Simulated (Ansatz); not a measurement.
# Hf2S: the cost of one run

Method: DFT PBEsol, scalar-relativistic, plane waves, PAW, in Ansatz 0.2.0.

1 further run of the same task is left out (set aside as unsound or not needed).

## (1) Starting point

It takes space group P6_3/mmc (No. 194, hexagonal). Conventional cell: a = 3.347 Å, b = 3.347 Å, c = 11.664 Å, α = 90.00°, β = 90.00°, γ = 120.00°. Hf (site symmetry 3m) is surrounded by 3 S at 2.60 Å. Around S (site symmetry -6m2) lie 6 Hf at 2.60 Å.

Coordinates:

```
Hf S
1.0
     3.34653    0.00000    0.00000
    -1.67327    2.89818    0.00000
     0.00000    0.00000   11.66424
Hf S
4 2
Direct
  0.66667 0.33333 0.89862
  0.33333 0.66667 0.39862
  0.66667 0.33333 0.60138
  0.33333 0.66667 0.10138
  0.00000 0.00000 0.75000
  0.00000 0.00000 0.25000
```

It goes back to an entry of the Materials Project, which need not be the stable form.

This cell was relaxed beforehand with the same method: volume 18.85 Å³/atom, gap on the mesh none (metal).

## (2) Electronic structure at the relaxed geometry

input.yaml

```yaml
crystal:
  lattice:
    - [3.3465310254, 0.0, 0.0]
    - [-1.6732655127, 2.8981808825, 0.0]
    - [0.0, 0.0, 11.6642358402]
  atoms:
    - { symbol: Hf, position: [0.6666666667, 0.3333333333, 0.8986176343] }
    - { symbol: Hf, position: [0.3333333333, 0.6666666667, 0.3986176343] }
    - { symbol: Hf, position: [0.6666666667, 0.3333333333, 0.6013823657] }
    - { symbol: Hf, position: [0.3333333333, 0.6666666667, 0.1013823657] }
    - { symbol: S, position: [0.0, 0.0, 0.75] }
    - { symbol: S, position: [0.0, 0.0, 0.25] }
basis:
  ecutwfc: 420
kpoints:
  mp_grid: { grid: [12, 12, 4] }
  band_path:
    path:
      - [[0.0, 0.0, 0.0], [0.5, 0.0, 0.0], [0.33333333, 0.33333333, 0.0], [0.0, 0.0, 0.0], [0.0, 0.0, 0.5], [0.5, 0.0, 0.5], [0.33333333, 0.33333333, 0.5], [0.0, 0.0, 0.5]]
      - [[0.5, 0.0, 0.5], [0.5, 0.0, 0.0]]
      - [[0.33333333, 0.33333333, 0.5], [0.33333333, 0.33333333, 0.0]]
    npoints: 14
hamiltonian:
  xc: pbesol
scf:
  occupations: { method: gaussian, width: 0.1 }
  n_extra_bands: 15
output:
  forces: true
  stress: true
  eigenvalues: true
  populations: true
  dos: { projected: true, de: 0.02, nscf_kmesh: { grid: [18, 18, 6] } }
  bader: true
  write_density: true
  write_potential: true
  elf: true
  volumetric_format: npy
```

Run with:

```console
$ ansatz run input.yaml --threads 1 --pin off --max-ram 2560MiB --backend cpu --events-out ev --progress --plain --runs-dir out
```

What time and memory should one allow on 1 thread of Arm Neoverse V2, shared host?

About 2.5 min, with a peak of 0.88 GiB.
